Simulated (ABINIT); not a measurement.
Runs of ABINIT 10.8.3 (patched build) on SnSe2. The structure is trigonal, space group P-3m1 (No. 164). Conventional cell: a = 3.811 Å, b = 3.811 Å, c = 6.136 Å, α = 90.00°, β = 90.00°, γ = 120.00°. Around Sn (site symmetry -3m) lie 6 Se at 2.68 Å. Se (site symmetry 3m) is surrounded by 3 Sn at 2.68 Å. 

```tsv
task	level	potentials or basis	cell	cutoff (eV)	fine-grid cutoff	cell freedom (optcell)	cutoff smearing ecutsm (Ha)	optimiser (ionmov)	force stop (Ha/bohr)	gap on the mesh (eV)	pressure (GPa)	relaxed volume (Å³/atom)	largest force (eV/Å)
band structure	PBE	JTH PAW PBE v2.0	as given	707	1306.15 eV	-	-	-	-	0.81	(a)	-	0.79
relaxation of cell and atoms	LDA	JTH PAW LDA v2.0	relaxed	599	1197.3 eV	2	0.5	22	0.0005	(b)	0.0	24.48	-
band structure	AM05	JTH PAW PBE v2.0	as given	707	1306.15 eV	-	-	-	-	0.78	2.6	-	0.51
band structure	WC	JTH PAW PBE v2.0	as given	707	1306.15 eV	-	-	-	-	0.73	2.5	-	0.65
band structure	RPBE	JTH PAW PBE v2.0	as given	707	1306.15 eV	-	-	-	-	(d)	7.2	-	0.83
single point	PBEsol	PseudoDojo NC SR PBEsol v0.4.1 standard	atoms moved at random, drawn with an rms of 0.05 Å	1170	-	-	-	-	-	0.66	2.1	-	0.64
band structure	r2SCAN	JTH PAW PBE v2.0	as given	707	1306.15 eV	-	-	-	-	1.10	3.4	-	0.52
relaxation of cell and atoms	PBEsol	JTH PAW PBE v2.0	relaxed	599	1197.3 eV	2	0.5	22	0.0005	0.59	0.0	26.02	-
band structure	revPBE	JTH PAW PBE v2.0	as given	707	1306.15 eV	-	-	-	-	0.87	6.7	-	0.82
band structure	LDA	JTH PAW PBE v2.0	as given	707	1306.15 eV	-	-	-	-	0.67	0.7	-	0.50
band structure	SCAN	JTH PAW PBE v2.0	as given	707	1306.15 eV	-	-	-	-	(c)	3.1	-	0.87
band structure	PBEsol	JTH PAW PBE v2.0	as given	707	1306.15 eV	-	-	-	-	0.74	2.3	-	0.61
```

Alike in all rows: no spin polarisation; k mesh 8 × 8 × 5; smearing fermi-dirac 0.05 eV.

Problem. Fill in the values left out.

Solution. (a) 5.4; (b) 0.32; (c) 1.04; (d) 0.89.

Caveats: spin-orbit coupling is left out, which moves the levels of the heavy elements; the PAW data sets were made with another functional, which shifts forces and pressure a little (some runs); this functional lacks dispersion, which binds the layers, so the pressure and a relaxed spacing across them are unreliable (some runs); an odd mesh through Γ misses points on the zone boundary, where band edges often lie (some runs).

A k mesh can miss the band edges, and the runs leave out spin-orbit coupling on Se, Sn.

The runs don't all hold the same shells in valence.
